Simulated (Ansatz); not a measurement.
Zone-centre phonons of HfS₂: input and output

These are results of DFT PBEsol, scalar-relativistic, plane waves, PAW (Ansatz), not measurements.

Launched with:
```bash
ansatz run input.yaml --threads 1 --pin off --max-ram 4096MiB --backend cpu --events-out ev --progress --plain --runs-dir out
```

Input (bare energies are in eV):
```yaml
crystal:
  lattice:
    - [3.592431107, 0.0, 0.0]
    - [-1.7962155535, 3.1111366, 0.0]
    - [0.0, 0.0, 5.9459213472]
  atoms:
    - { symbol: Hf, position: [0.0, 0.0, 0.0] }
    - { symbol: S, position: [0.6666666667, 0.3333333333, 0.7562194201] }
    - { symbol: S, position: [0.3333333333, 0.6666666667, 0.2437805799] }
basis:
  ecutwfc: 420
kpoints:
  mp_grid: { grid: [12, 12, 6] }
hamiltonian:
  xc: pbesol
scf:
  occupations: { method: fixed }
output:
  eigenvalues: true
phonons:
  method: dfpt
  dielectric: true
  rigid_motions: translations
  eigenvectors: true
```

Results section of the output:
```
--- Phonons (Γ-DFPT): 4 representative perturbations + reference, on 242 of 864 k-points (Σ response iterations 13) ---
  k mesh reduced under 2 symmetry operations, with k and −k counted as one. Each operation leaves every solved perturbation unchanged. A smaller set is not considered because the run solves the response ...
  ASR residual: 1.433e-4 → 0.000e0 eV/Å²; symmetrization residual: 4.817e-5 eV/Å²
  ASR residual per site (eV/Å²): 7.30e-5 1.43e-4 1.43e-4
  Γ frequencies (cm⁻¹): 0.00 0.00 0.00 151.00 151.00 257.38 257.38 304.64 323.39
  ε∞ (high-frequency dielectric tensor):
       10.867044     0.000000    -0.000000
        0.000000    10.867044     0.000000
       -0.000000     0.000000     5.335530
  ε⁰ (static dielectric tensor: ions relaxed, cell fixed):
       42.634766     0.000000    -0.000000
        0.000000    42.634766     0.000000
       -0.000000     0.000000     5.914369
  ε⁰ − ε∞ (ionic part):
       31.767722     0.000000    -0.000000
        0.000000    31.767722     0.000000
       -0.000000     0.000000     0.578839
  softest optical mode at Γ: 151.00 cm⁻¹; the repairs (sum rule, projections) moved no ω² at Γ by more than (2.21 cm⁻¹)²
  Born effective charges Z* (e; rows j = field, columns β = displacement):
    site 0:
         6.79324   -0.00000   -0.00000
        -0.00000    6.79324    0.00000
        -0.00000    0.00000    1.84998
    site 1:
        -3.39662    0.00000    0.00000
         0.00000   -3.39662   -0.00000
        -0.00000   -0.00000   -0.92499
    site 2:
        -3.39662    0.00000    0.00000
         0.00000   -3.39662   -0.00000
         0.00000   -0.00000   -0.92499
  Z* charge neutrality: 4.147e-3 e pre-enforcement
  solved inside a basis spanned on kpoints, on 12×12×6 k-points, its susceptibility summed on 18×18×10: ε∞ is read to err by 3.5e-2, Z* by 5.2e-2 e (field_mesh: kpoints solves on kpoints); Z* is corrected for ...
  optical modes at Γ without the LO–TO term, one row a degenerate level:
      ω (cm⁻¹) modes IR ((D/Å)²/amu)
        151.00      2            45.1388
        257.38      2             0.0000
        304.64      1             1.6738
        323.39      1             0.0000
  optical modes at Γ + LO–TO along q̂ = [1.0000, 0.0000, 0.0000]:
      ω (cm⁻¹) modes IR ((D/Å)²/amu)
        151.00      1            22.5694
        257.38      2             0.0000
        299.10      1            22.5694
        304.64      1             1.6738
        323.39      1             0.0000
  optical modes at Γ + LO–TO along q̂ = [0.0000, 1.0000, 0.0000]:
      ω (cm⁻¹) modes IR ((D/Å)²/amu)
        151.00      1            22.5694
        257.38      2             0.0000
        299.10      1            22.5694
        304.64      1             1.6738
        323.39      1             0.0000
  optical modes at Γ + LO–TO along q̂ = [0.0000, 0.0000, 1.0000]:
      ω (cm⁻¹) modes IR ((D/Å)²/amu)
        151.00      2            45.1388
        257.38      2             0.0000
        320.74      1             1.6738
        323.39      1             0.0000
```

Time: 9.1 min on 1 thread of Arm Neoverse V2, with other jobs on the host, peak memory 1.7 GiB.

The crystal is built of layers and no dispersion correction was added, so the binding between them is poorly described, and with it their spacing and whatever depends on it. Spin–orbit coupling is left out, which matters for heavy elements.